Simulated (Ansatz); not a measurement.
Li₃H₂: competing structures

The calculation used Ansatz, DFT PBE, scalar-relativistic, plane waves, PAW. Settings: cutoff 420 eV, Γ-centred meshes spaced at most about 0.3 Å⁻¹, and about 0.25 Å⁻¹ or finer for metals (2π included), Gaussian smearing. No spin polarisation.

Formation energies are uncorrected and refer to the elements' standard structures at the same level (H₂ as a molecule).

All energies are static (0 K, no zero-point motion). The comparison covers the computed candidates alone. With hydrogen, zero-point motion can shift formation energies by some tens of meV/atom.

Invented guesses were relaxed alike, and ends that match in structure were merged. ΔE counts from the first row. Coordination counts H atoms around Li (those within 1.25 times the shortest such distance or 1.15 times the sum of covalent radii; a plus sign parts nearer from farther groups; a slash parts the counts of unlike sites). The ends were matched against large subsets of the Crystallography Open Database and the Materials Project, so a missing match doesn't prove that a structure is unreported.

| # | reached from | type and space group | atoms | Å³/atom | coordination | ΔE (meV/atom) | gap on mesh (eV) | in databases | checks |
| --- | --- | --- | --- | --- | --- | --- | --- | --- | --- |
| 1 | anti-tetradymite type (R-3m) | anti-tetradymite, R-3m (No. 166) | 5 | 10.2 | Li 3/6 | 0 | 0.00 | no match | - |
| 2 | random cell without symmetry | Immm (No. 71) | 5 | 10.2 | Li 2+2/4 | 21 | 0.00 | no match | - |
| 3 | Nb3Au2 type (I4/mmm) | I4/mmm (No. 139) | 5 | 10.1 | Li 2/5 | 55 | 0.00 | no match | no imaginary mode at Γ (other wave vectors untested) |

The lowest: Space group R-3m (No. 166), trigonal, a = 2.828 Å, c = 22.005 Å. Around Li on a site of symmetry -3m lie 6 H at 2.02 Å; around Li on a site of symmetry 3m lie 3 H at 2.00 Å; H has 6 Li at 2.00–2.02 Å. Its energy over the elements is −0.30 eV/atom. Whether it is stable depends on the other phases of the system, which aren't compared here. An observed structure of this formula, if there is one, may be missing.

```xyz
5
Lattice="1.4142 0.8165 7.3351 -1.4142 0.8165 7.3351 0.0000 -1.6330 7.3351" Properties=species:S:1:pos:R:3 pbc="T T T"
Li    0.0000    0.0000    0.0000
Li    0.0000    0.0000    4.9915
Li    0.0000    0.0000   17.0139
H     0.0000    0.0000    8.5255
H     0.0000    0.0000   13.4800
```

The second: Space group Immm (No. 71), orthorhombic, a = 2.797 Å, b = 4.239 Å, c = 8.595 Å. Around Li on a site of symmetry mm2 lie 2 H at 1.90 Å and 2 H at 2.12 Å; Li on a site of symmetry mmm has 4 H at 2.00 Å; H is surrounded by 4 Li at 1.90–2.00 Å and 2 Li at 2.12 Å. Counting H atoms around Li, the first has Li 3/6 and the second has Li 2+2/4. Cells relaxed within their symmetry can be saddle points. Some types were kept out of the candidates beforehand, so the set may lack a known form.
